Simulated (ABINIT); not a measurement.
Crystal: GaSb.

```
CELL_PARAMETERS angstrom
0.00000 3.05900 3.05900
3.05900 0.00000 3.05900
3.05900 3.05900 0.00000
ATOMIC_POSITIONS crystal
Sb 0.75000 0.75000 0.75000
Ga 0.00000 0.00000 0.00000
```

Base run:

- Program: ABINIT 10.8.3 (patched build)
- Functional: LDA
- Potentials or basis: JTH PAW LDA v2.0
- Cutoff: 463 eV
- k mesh: 8 × 8 × 8
- Occupations: fermi-dirac, width 0.05 eV
- Spin: no spin polarisation

Its results: band gap on the k mesh none (metal or under the smearing width); pressure -2.0 GPa.

Question: After a change of settings the same cell gave: band gap on the k mesh none (metal or under the smearing width); pressure 0.2 GPa. Which change was it?
A. potentials or basis from JTH PAW LDA v2.0 to JTH PAW LDA v2.0 sp; cutoff from 463 eV to 544 eV; fine-grid cutoff from 925.187 eV to 1088.46 eV; valence electrons from 28 to 18
B. functional from LDA to OLYP; potentials or basis from JTH PAW LDA v2.0 to JTH PAW PBE v2.0
C. k mesh from 8 × 8 × 8 to 6 × 6 × 6
D. k mesh from 8 × 8 × 8 to 3 × 3 × 3

Answer: D.

Caveats: some runs use coarse meshes; this crystal is a semiconductor, whose small gap the functional closes, so the metal is an error of the method; spin-orbit coupling is left out, which moves the levels of the heavy elements (some runs).
